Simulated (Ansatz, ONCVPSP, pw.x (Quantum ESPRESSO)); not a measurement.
# What a changed setting does to a pw.x run (sc La)

Potential: optimised norm-conserving Vanderbilt (ONCV), ONCVPSP 4.0.1.1 (patched build), PBE; core [Kr] 4d10, reference 5s2 5p6 5d1 6s2; waves: 5s+6s: rc 2.75 bohr, ncon 3, nbas 6, qcut 5.4 1/bohr, 2 projectors; 5p: rc 2.40 bohr, ncon 3, nbas 6, qcut 6.9 1/bohr, 2 projectors, debl 1.2 Ha; 5d: rc 3.00 bohr, ncon 4, nbas 8, qcut 5.6 1/bohr, 3 projectors, debl 0.6 Ha; f scattering state at 0.27 Ha: rc 2.60 bohr, ncon 4, nbas 8, qcut 4.2 1/bohr, 2 projectors, debl 0.5 Ha; local part: polynomial inside 1.85 bohr (lpopt 1, dvloc0 2 Ha); core correction: polynomial model core, fcfact 0.9. In the f channel the program set the typed energies aside and used -0.160, 0.340 Ha.

The reference run (k-mesh 10³, cutoffs 50/200 Ry, Fermi–Dirac 0.01 Ry, mixing_beta 0.4, conv_thr 1e-9, no spin) gives 0.17 GPa at 37.009 Å³/atom, where all-electron LAPW gives -0.04 GPa. This run, with its own iteration cap, changes mixing_ndim to 2.

```
&control
  calculation='scf', prefix='x', pseudo_dir='./', outdir='./tmp', tstress=.true., disk_io='none'
/
&system
  ibrav=0, nat=1, ntyp=1, ecutwfc=50, ecutrho=200, nbnd=13,
  occupations='smearing', smearing='fd', degauss=0.01
/
&electrons
  conv_thr=1e-09, mixing_beta=0.4, electron_maxstep=60, mixing_ndim=2
/
ATOMIC_SPECIES
La 1.0 La.UPF
CELL_PARAMETERS angstrom
  3.33249201 0.00000000 0.00000000
  0.00000000 3.33249201 0.00000000
  0.00000000 0.00000000 3.33249201
ATOMIC_POSITIONS crystal
La 0.0000 0.0000 0.0000
K_POINTS automatic
10 10 10 0 0 0
```

```bash
pw.x < La.scf.in > La.scf.out
```

Question: How does the run end?

Answer: It converges in 9 iterations; the free energy moves by +0.0 meV/atom and the pressure by +0.00 GPa. The result is that of the reference run.

```
Message from routine setup:
     using ibrav=0 with symmetry is DISCOURAGED, use correct ibrav instead
     lattice parameter (alat)  =       6.2975  a.u.
     unit-cell volume          =     249.7491 (a.u.)^3
     number of electrons       =        11.00
     number of Kohn-Sham states=           13
     kinetic-energy cutoff     =      50.0000  Ry
     charge density cutoff     =     200.0000  Ry
     scf convergence threshold =      1.0E-09
     Exchange-correlation= PBE
     number of k points=    56  Fermi-Dirac smearing, width (Ry)=  0.0100
     iteration #  1     ecut=    50.00 Ry     beta= 0.40
     c_bands:  2 eigenvalues not converged
     c_bands:  1 eigenvalues not converged
     c_bands:  1 eigenvalues not converged
     c_bands:  1 eigenvalues not converged
     c_bands:  1 eigenvalues not converged
     c_bands:  1 eigenvalues not converged
     [... 1 repeated lines left out ...]
     total energy              =     -96.50627377 Ry
     estimated scf accuracy    <       0.00314446 Ry
     iteration #  2     ecut=    50.00 Ry     beta= 0.40
     total energy              =     -96.50613962 Ry
     estimated scf accuracy    <       0.00074474 Ry
     iteration #  3     ecut=    50.00 Ry     beta= 0.40
     [... 1 repeated lines left out ...]
     total energy              =     -96.50621066 Ry
     estimated scf accuracy    <       0.00004641 Ry
     iteration #  4     ecut=    50.00 Ry     beta= 0.40
     [... 6 repeated lines left out ...]
     total energy              =     -96.50621818 Ry
     estimated scf accuracy    <       0.00000156 Ry
     iteration #  5     ecut=    50.00 Ry     beta= 0.40
     [... 1 repeated lines left out ...]
     total energy              =     -96.50621873 Ry
     estimated scf accuracy    <       0.00000041 Ry
     iteration #  6     ecut=    50.00 Ry     beta= 0.40
     total energy              =     -96.50621875 Ry
     estimated scf accuracy    <       0.00000007 Ry
     iteration #  7     ecut=    50.00 Ry     beta= 0.40
     total energy              =     -96.50621876 Ry
     estimated scf accuracy    <          9.5E-09 Ry
     iteration #  8     ecut=    50.00 Ry     beta= 0.40
     [... 1 repeated lines left out ...]
     total energy              =     -96.50621876 Ry
     estimated scf accuracy    <          2.5E-09 Ry
     iteration #  9     ecut=    50.00 Ry     beta= 0.40
     the Fermi energy is    10.9933 ev
!    total energy              =     -96.50621876 Ry
     estimated scf accuracy    <          1.0E-10 Ry
     smearing contrib. (-TS)   =      -0.00867349 Ry
     The total energy is F=E-TS. E is the sum of the following terms:
     one-electron contribution =      -6.91511003 Ry
     hartree contribution      =       8.26545801 Ry
     xc contribution           =     -43.33210962 Ry
     ewald contribution        =     -54.51578363 Ry
     convergence has been achieved in   9 iterations
          total   stress  (Ry/bohr**3)                   (kbar)     P=        1.75
     Message from routine punch:
     Nothing written, as per user request (disk_io='none')
```

The run took about 31 s on one core of a shared host (Neoverse-N1, 64 threads, 124 GiB, load 61).
